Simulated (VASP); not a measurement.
# Mo (Im-3m) in VASP: notebook, part 2 of 2

VASP 6.6.1.

### 3 Relaxation of cell and atoms, PBE, target pressure 22 GPa, at which the enthalpy is minimised

This run uses another cell than the first one, of 14.64 Å³/atom, 0.940 times its volume.

The input, INCAR:

```
PREC = Accurate
ENCUT = 350
EDIFF = 1E-7
ISMEAR = 0
SIGMA = 0.1
LREAL = F
LASPH = T
NELM = 100
ALGO = Normal
ISIF = 3
LWAVE = F
LCHARG = F
GGA = PE
IBRION = 2
NSW = 80
EDIFFG = -0.002
PSTRESS = 220.0
```

The input, KPOINTS:

```
Automatic mesh
0
Gamma
  18 18 18
```

The input, POSCAR:

```
Mo                                      
1.0
   -1.5411835647      1.5411835647      1.5411835647
    1.5411835647     -1.5411835647      1.5411835647
    1.5411835647      1.5411835647     -1.5411835647
  Mo            
     1
Direct
     0.0000000000000000    0.0000000000000000    0.0000000000000000
```

Potentials or basis: VASP PAW PBE potentials, release 64 (Mo_sv).

The run is started by

```sh
cat potpaw_PBE.64/Mo_sv/POTCAR > POTCAR
mpirun -np 1 vasp_std > vasp.out
```

OUTCAR:

```text
PREC = Accurate
   ENCUT = 350
   EDIFF = 1E-7
   ISMEAR = 0
   LREAL = F
   LASPH = T
   NELM = 100
   ISIF = 3
   GGA = PE
   IBRION = 2
   NSW = 80
   EDIFFG = -0.002
   PSTRESS = 220.0

 ion  position               nearest neighbor table
   1  0.000  0.000  0.000-

  LATTYP: Found a body centered cubic cell.
 ALAT       =     3.0823671294

  Lattice vectors:

 A1 = (  -1.5411835647,   1.5411835647,   1.5411835647)
 A2 = (   1.5411835647,  -1.5411835647,   1.5411835647)
 A3 = (   1.5411835647,   1.5411835647,  -1.5411835647)

Analysis of symmetry for initial positions (statically):
=====================================================================
 Subroutine PRICEL returns:
 Original cell was already a primitive cell.

 Routine SETGRP: Setting up the symmetry group for a
 body centered cubic supercell.

 Subroutine GETGRP returns: Found 48 space group operations
 (whereof 48 operations were pure point group operations)
 out of a pool of 48 trial point group operations.

The static configuration has the point symmetry O_h .

Analysis of symmetry for dynamics (positions and initial velocities):
=====================================================================
 Subroutine PRICEL returns:
 Original cell was already a primitive cell.

 Routine SETGRP: Setting up the symmetry group for a
 body centered cubic supercell.

 Subroutine GETGRP returns: Found 48 space group operations
 (whereof 48 operations were pure point group operations)
 out of a pool of 48 trial point group operations.

The dynamic configuration has the point symmetry O_h .

 Subroutine INISYM returns: Found 48 space group operations
 (whereof 48 operations are pure point group operations),
 and found     1 'primitive' translations

[... 126 lines left out ...]
  energy-cutoff  :      350.00
  volume of cell :       14.64
 maximum number of plane-waves:       236
   NGX =  9   NGY =  9   NGZ =  9

--------------------------------------- Ionic step        1  -------------------------------------------

 number of electron      13.9999992 magnetization

 Free energy of the ion-electron system (eV)
  ---------------------------------------------------
  ext. energy  EPLUGINS =         0.00000000
  ---------------------------------------------------
  free energy    TOTEN  =       -10.84880972 eV

  energy without entropy =      -10.84690876  energy(sigma->0) =      -10.84785924

------------------------ aborting loop because EDIFF is reached ----------------------------------------

  FORCE on cell =-STRESS in cart. coord.  units (eV):
  Direction    XX          YY          ZZ          XY          YZ          ZX
  --------------------------------------------------------------------------------------
  -------------------------------------------------------------------------------------
  Total        2.0062605      2.0062605      2.0062605      0.0000000      0.0000000     -0.0000000
  in kB      219.5203608    219.5203608    219.5203608      0.0000000      0.0000000     -0.0000000
  external PRESSURE =      -0.4796392 kB  Pullay stress =     220.0000000 kB
[... 61 lines left out ...]
--------------------------------------- Ionic step        3  -------------------------------------------

 number of electron      13.9999992 magnetization

 Free energy of the ion-electron system (eV)
  ---------------------------------------------------
  ext. energy  EPLUGINS =         0.00000000
  ---------------------------------------------------
  free energy    TOTEN  =       -10.84848550 eV

  energy without entropy =      -10.84658545  energy(sigma->0) =      -10.84753547

 E-fermi :  13.7172     XC(G=0): -13.7653

 val. band max:       13.6957754722   @ k =  -0.3889   0.4444   0.2778
 cond. band min:      13.7575191662   @ k =  -0.3333   0.3889   0.2778
 fundamental gap:      0.0617436940
 Fermi energy:        13.7171874218

 k-point     1 :       0.0000    0.0000    0.0000
  band No.  band energies     occupation
      1     -47.6081      2.00000
      2     -20.7136      2.00000
      3     -20.7136      2.00000
      4     -20.7136      2.00000
      5       6.2398      2.00000
      6      12.1820      2.00000
      7      12.1820      2.00000
      8      12.1820      2.00000
      9      15.4593      0.00000
     10      15.4593      0.00000
     11      28.6003      0.00000
[... 309 lines left out ...]
 k-point    24 :       0.3889    0.1111    0.0000
  band No.  band energies     occupation
      1     -47.2633      2.00000
      2     -22.3259      2.00000
      3     -21.3049      2.00000
      4     -20.8039      2.00000
      5       8.4026      2.00000
      6      10.1333      2.00000
      7      13.8003      0.23979
      8      15.3841      0.00000
      9      16.6585      0.00000
     10      19.5850      0.00000
     11      26.2428      0.00000

 [... further k-points ...]

------------------------ aborting loop because EDIFF is reached ----------------------------------------

  FORCE on cell =-STRESS in cart. coord.  units (eV):
  Direction    XX          YY          ZZ          XY          YZ          ZX
  --------------------------------------------------------------------------------------
  -------------------------------------------------------------------------------------
  Total        2.0112705      2.0112705      2.0112705      0.0000000      0.0000000      0.0000000
  in kB      220.1040816    220.1040816    220.1040816      0.0000000      0.0000000      0.0000000
  external PRESSURE =       0.1040816 kB  Pullay stress =     220.0000000 kB
[... 20 lines left out ...]
  energy  without entropy=      -10.8465854544  energy(sigma->0) =      -10.84753547

  enthalpy is  TOTEN    =        -8.8381660474 eV   P V=        2.0103194478

 reached required accuracy - stopping structural energy minimisation
```

OSZICAR:

```text
N       E                     dE             d eps       ncg     rms          rms(c)
DAV:   1     0.623387371133E+02    0.62339E+02   -0.67856E+03  4451   0.985E+02
DAV:   2    -0.106480716589E+02   -0.72987E+02   -0.70294E+02  4596   0.281E+02
DAV:   3    -0.114418675125E+02   -0.79380E+00   -0.79020E+00  5040   0.293E+01
DAV:   4    -0.114435425603E+02   -0.16750E-02   -0.16750E-02  4616   0.159E+00
[... 18 lines left out ...]
DAV:   1    -0.108485235042E+02   -0.99236E-03   -0.97255E-04  4500   0.448E-01    0.752E-02
DAV:   2    -0.108484893107E+02    0.34194E-04   -0.71368E-05  4473   0.108E-01    0.131E-02
DAV:   3    -0.108484861378E+02    0.31729E-05   -0.12106E-05  4632   0.440E-02    0.112E-02
DAV:   4    -0.108484855020E+02    0.63577E-06   -0.18297E-07  3894   0.473E-03    0.589E-04
DAV:   5    -0.108484854952E+02    0.67912E-08   -0.17375E-08  2208   0.165E-03
   3 F= -.88381660E+01 E0= -.88372160E+01  d E =-.389940E-06
```

CONTCAR:

```text
Mo
   1.00000000000000
    -1.5411006185595890    1.5411006185595890    1.5411006185595890
     1.5411006185595890   -1.5411006185595890    1.5411006185595890
     1.5411006185595890    1.5411006185595890   -1.5411006185595890
  Mo
     1
Direct
     0.0000000000000000    0.0000000000000000    0.0000000000000000

  0.00000000E+00  0.00000000E+00  0.00000000E+00
```

Wall time 7.5 s (1 thread of Intel Xeon 6975P-C (Granite Rapids), shared host); peak memory 0.12 GiB.

What came out:

| Property | Result |
| --- | --- |
| Free energy | -10.8485 eV |
| Relaxed volume | 14.64 Å³/atom |
| Relaxed cell | a = 2.669 Å, b = 2.669 Å, c = 2.669 Å, α = 109.47°, β = 109.47°, γ = 109.47° |
| Space group after relaxing (to 0.05 Å) | Im-3m (No. 229) |
| Energy change on relaxing (the enthalpy is what falls) | +0.3 meV/atom |
| Ionic steps | 3 |
| Pressure after relaxing | 22.0 GPa |
| Band gap on the k mesh | none (metal or under the smearing width) |

The path:
```tsv
step	energy change (eV)	largest force (eV/Å)	pressure (GPa)	volume (Å³)
1	0.0000	0.0000	21.95	14.64
2	0.0013	0.0000	22.18	14.63
3	0.0003	0.0000	22.01	14.64
```

Final structure:
```
Mo
1.0
    -1.54110    1.54110    1.54110
     1.54110   -1.54110    1.54110
     1.54110    1.54110   -1.54110
Mo
1
Direct
  0.00000 0.00000 0.00000
```

Caveat: the cell is relaxed towards a set pressure, so the enthalpy falls and the energy may rise.

### 4 Vibrations by finite differences, PBE

This run uses another cell than the first one, of 14.64 Å³/atom, 0.940 times its volume.

The input, INCAR:

```
PREC = Accurate
ENCUT = 350
EDIFF = 1E-8
ISMEAR = 0
SIGMA = 0.1
LREAL = F
LASPH = T
NELM = 100
ALGO = Normal
ISIF = 3
LWAVE = F
LCHARG = F
GGA = PE
NBANDS = 13
IBRION = 6
NFREE = 2
POTIM = 0.015
NSW = 1
```

KPOINTS is that of step 3.

The input, POSCAR:

```
Mo                                      
1.0
   -1.5411006186      1.5411006186      1.5411006186
    1.5411006186     -1.5411006186      1.5411006186
    1.5411006186      1.5411006186     -1.5411006186
  Mo            
     1
Direct
     0.0000000000000000    0.0000000000000000    0.0000000000000000
```

Potentials or basis: VASP PAW PBE potentials, release 64 (Mo_sv).

The run is started by

```sh
cat potpaw_PBE.64/Mo_sv/POTCAR > POTCAR
mpirun -np 1 vasp_std > vasp.out
```

OUTCAR:

```text
PREC = Accurate
   ENCUT = 350
   EDIFF = 1E-8
   ISMEAR = 0
   LREAL = F
   LASPH = T
   NELM = 100
   ISIF = 3
   GGA = PE
   IBRION = 6
   NFREE = 2
   POTIM = 0.015
   NSW = 1

 ion  position               nearest neighbor table
   1  0.000  0.000  0.000-

  LATTYP: Found a body centered cubic cell.
 ALAT       =     3.0822012372

[... 817 lines left out ...]
      0.000000  0.000000  0.000000     0.237122    0.971480    0.000000

   2 f/i=    0.000000 THz     0.000000 2PiTHz    0.000000 cm-1     0.000000 meV
             X         Y         Z           dx          dy          dz
      0.000000  0.000000  0.000000    -0.971480    0.237122    0.000000

   3 f/i=    0.000000 THz     0.000000 2PiTHz    0.000000 cm-1     0.000000 meV
             X         Y         Z           dx          dy          dz
      0.000000  0.000000  0.000000     0.000000    0.000000    1.000000

--------------------------------------------------------------------------------------------------------

 ELASTIC MODULI CONTR FROM IONIC RELAXATION (kBar)
 Direction    XX          YY          ZZ          XY          YZ          ZX
 --------------------------------------------------------------------------------
 XX           0.0000      0.0000      0.0000      0.0000      0.0000      0.0000
 YY           0.0000      0.0000      0.0000      0.0000      0.0000      0.0000
 ZZ           0.0000      0.0000      0.0000      0.0000      0.0000      0.0000
 XY           0.0000      0.0000      0.0000      0.0000      0.0000      0.0000
 YZ           0.0000      0.0000      0.0000      0.0000      0.0000      0.0000
 ZX           0.0000      0.0000      0.0000      0.0000      0.0000      0.0000
 --------------------------------------------------------------------------------

 TOTAL ELASTIC MODULI (kBar)
 Direction    XX          YY          ZZ          XY          YZ          ZX
 --------------------------------------------------------------------------------
 XX        6011.1940   2000.9143   2000.9143      0.0000     -0.0000      0.0000
 YY        2000.9143   6011.1940   2000.9143      0.0000      0.0000      0.0000
 ZZ        2000.9143   2000.9143   6011.1940     -0.0000      0.0000     -0.0000
 XY           0.0000      0.0000     -0.0000   1482.8815      0.0000     -0.0000
 YZ          -0.0000      0.0000      0.0000      0.0000   1482.8815      0.0000
 ZX           0.0000      0.0000     -0.0000     -0.0000      0.0000   1482.8815
 --------------------------------------------------------------------------------
```

OSZICAR:

```text
N       E                     dE             d eps       ncg     rms          rms(c)
DAV:   1     0.641800269087E+02    0.64180E+02   -0.64768E+03  5254   0.836E+02
DAV:   2    -0.107378955005E+02   -0.74918E+02   -0.72256E+02  5775   0.255E+02
DAV:   3    -0.114417673152E+02   -0.70387E+00   -0.70257E+00  5585   0.247E+01
[... 14 lines left out ...]
DAV:   3    -0.108484792659E+02    0.47532E-03   -0.14501E-03  5675   0.517E-01    0.195E-02
DAV:   4    -0.108484856981E+02   -0.64321E-05   -0.69970E-05  5460   0.878E-02    0.108E-02
DAV:   5    -0.108484881867E+02   -0.24886E-05   -0.23317E-06  5670   0.214E-02    0.359E-03
DAV:   6    -0.108484885400E+02   -0.35325E-06   -0.22322E-07  5265   0.606E-03    0.121E-03
DAV:   7    -0.108484887168E+02   -0.17688E-06   -0.16045E-08  4652   0.166E-03    0.420E-05
DAV:   8    -0.108484887156E+02    0.11873E-08   -0.22364E-10  2640   0.158E-04
  15 F= -.10848489E+02 E0= -.10847539E+02  d E =-.190004E-02
```

stdout:

```text
POSCAR found type information on POSCAR Mo
 POSCAR found :  1 types and       1 ions
 scaLAPACK will be used
 LDA part: xc-table for (Slater+PW92), standard interpolation
 POSCAR, INCAR and KPOINTS ok, starting setup
 FFT: planning ... GRIDC
 FFT: planning ... GRID_SOFT
 FFT: planning ... GRID
 WAVECAR not read
 entering main loop
 Found     1 degrees of freedom:
 Adding 6 more for cell shape distortion
 Finite differences POTIM= 0.01500 DOF=   7
 bond charge predicted
 Finite differences progress:
 bond charge predicted
 Finite differences progress:
 bond charge predicted
 Finite differences progress:
 bond charge predicted
 Finite differences progress:
 bond charge predicted
 Finite differences progress:
 bond charge predicted
 Finite differences progress:
 bond charge predicted
 Finite differences progress:
 bond charge predicted
 Finite differences progress:
 bond charge predicted
 Finite differences progress:
 bond charge predicted
 Finite differences progress:
 bond charge predicted
 Finite differences progress:
 bond charge predicted
 Finite differences progress:
 bond charge predicted
 Finite differences progress:
 bond charge predicted
 Finite differences progress:
```

Run time: 2.9 min. Hardware: 1 thread of Intel Xeon 6975P-C (Granite Rapids), shared host; peak memory 0.4 GiB.

What came out:

```
Elastic constants C11, C12, C44 : 601, 200, 148 GPa
Voigt bulk modulus              : 334 GPa
```

Elastic tensor in Voigt notation (GPa, in the Cartesian axes of the cell as first typed):
```
601 200 200   0   0   0
200 601 200   0   0   0
200 200 601   0   0   0
  0   0   0 148   0   0
  0   0   0   0 148   0
  0   0   0   0   0 148
```

Clamped-ion elastic tensor (GPa):
```
601 200 200   0   0   0
200 601 200   0   0   0
200 200 601   0   0   0
  0   0   0 148   0   0
  0   0   0   0 148   0
  0   0   0   0   0 148
```

Caveat: elastic constants of metals need much finer meshes, so these are rough.
